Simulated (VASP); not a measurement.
A run of VASP 6.6.1 is set up as follows.

The input INCAR:

```
SYSTEM = WS2
  PREC = Accurate
  ENCUT = 600
  EDIFF = 1E-7
  ISMEAR = 0
  SIGMA = 0.03
  LREAL = .FALSE.
  LASPH = .TRUE.
  NELM = 80
  ALGO = Normal
  ISIF = 3
  LWAVE = .FALSE.
  LCHARG = .FALSE.
  GGA = PS
  IBRION = 2
  NSW = 90
  EDIFFG = -0.005
  KPAR = 2
```

File KPOINTS:

```
regular mesh
0
G
  12 12 3
  0 0 0
```

Contents of POSCAR:

```
WS2                                     
1.0
    3.1467721345      0.0000000000      0.0000000000
   -1.5733860673      2.7251846084      0.0000000000
    0.0000000000      0.0000000000     12.6882997430
  W               S             
     2     4
Direct
     0.3333333332999970    0.6666666667000030    0.2500000000000000
     0.6666666667000030    0.3333333332999970    0.7500000000000000
     0.3333333332999970    0.6666666667000030    0.6264069258623109
     0.6666666667000030    0.3333333332999970    0.1264069258623110
     0.3333333332999970    0.6666666667000030    0.8735930741376891
     0.6666666667000030    0.3333333332999970    0.3735930741376891
```

Potentials or basis: VASP PAW PBE potentials, release 64 (W_sv, S).

Run with:

```console
$ cat potpaw_PBE.64/W_sv/POTCAR potpaw_PBE.64/S/POTCAR > POTCAR
$ mpirun -np 2 vasp_std > vasp.out
```

Task: What does it give for the band gap on the k mesh?

Result: 1.11 eV, indirect (least direct gap 1.87 eV).

Final structure:
```
W S
1.0
     3.14677    0.00000    0.00000
    -1.57339    2.72518    0.00000
     0.00000    0.00000   12.68830
W S
2 4
Direct
  0.33333 0.66667 0.25000
  0.66667 0.33333 0.75000
  0.33333 0.66667 0.62641
  0.66667 0.33333 0.12641
  0.33333 0.66667 0.87359
  0.66667 0.33333 0.37359
```

Caveat: the relaxation stopped at its first step, so nothing moved; spin-orbit coupling is left out, which moves the levels of the heavy elements; an odd mesh through Γ misses points on the zone boundary, where band edges often lie.
